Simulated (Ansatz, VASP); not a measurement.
## One calculation of NiO, two programs

INCAR

```
SYSTEM = NiO
ALGO = Normal
EDIFF = 1E-7
EDIFFG = -0.01
ENCUT = 600
GGA = RE
IBRION = 2
ISIF = 3
ISMEAR = -1
ISPIN = 2
LASPH = .TRUE.
LCHARG = .FALSE.
LMAXMIX = 4
LORBIT = 11
LREAL = .FALSE.
LWAVE = .FALSE.
MAGMOM = 1 0
NELM = 120
NSW = 40
PREC = Accurate
SIGMA = 0.05
```

File KPOINTS:

```
k-points
0
G
  11 11 11
  0 0 0
```

File POSCAR:

```
NiO
1.0
    0.0000000000      2.0859016414      2.0859016414
    2.0859016414      0.0000000000      2.0859016414
    2.0859016414      2.0859016414      0.0000000000
Ni O
1 1
Direct
    0.0000000000      0.0000000000      0.0000000000
    0.5000000000      0.5000000000      0.5000000000
```

File input.yaml:

```yaml
crystal:
  lattice:
    - [0.0, 2.0859016414, 2.0859016414]
    - [2.0859016414, 0.0, 2.0859016414]
    - [2.0859016414, 2.0859016414, 0.0]
  atoms:
    - { symbol: Ni, position: [0.0, 0.0, 0.0], spin: 1.0 }
    - { symbol: O, position: [0.5, 0.5, 0.5] }
hamiltonian:
  xc: revpbe
  pseudopotentials: { kind: paw }
magnetization:
  spin_polarized: true
kpoints:
  mp_grid: { grid: [11, 11, 11] }
scf:
  occupations: { method: fermi_dirac, width: 0.05 }
output:
  forces: true
  stress: true
relax:
  f_tol: 0.01
  max_steps: 40
  cell: { stress_tol: 0.05 }
```

Alike in both runs: task relaxation of cell and atoms; functional revPBE; k mesh 11 × 11 × 11; occupations fermi-dirac, width 0.05 eV; collinear spin, ferromagnetic start.

|  | VASP | Ansatz |
| --- | --- | --- |
| version | VASP 6.6.1 | Ansatz 0.2.0 |
| potentials or method | VASP PAW PBE potentials, release 64 (Ni, O) | Ansatz PAW |
| plane-wave cutoff (eV) | 600 | 420 |
| valence electrons in the cell | 16 | 24 |

|  | VASP | Ansatz | Ansatz less VASP |
| --- | --- | --- | --- |
| net moment per atom (μB) | 0.94 | 0.95 | +0.012 |
| size of the moment on the site where the two differ most (μB) | 0.30 | 0.32 | +0.022 |
| relaxed volume (Å³/atom) | 9.63 | 9.66 | +0.022 |
| relaxed cell length with the largest relative difference (Å) | 3.009 | 3.011 | +0.0023 |
| energy change over the relaxation (meV/atom) | -18 | -19 | -1.6 |

Site moments also hang on the region over which each program counts them. The two sets of potentials don't hold the same shells in valence.

Caveats: a cell with one magnetic atom can't hold antiferromagnetic order, which such compounds often take; the PAW data sets were made with another functional, which shifts forces and pressure a little (VASP); the plane-wave basis is chosen anew once the cell has moved, so the energies of steps on either side of that aren't comparable (Ansatz); the pressure holds a Pulay correction of +0.7 GPa for the finite cutoff (Ansatz); the PAW data sets come from PBE, with cores solved anew for the run's functional, which leaves a small shift of forces and pressure (Ansatz). revPBE gives volumes clearly too large for solids. Zero-point motion and thermal expansion aren't in these numbers.
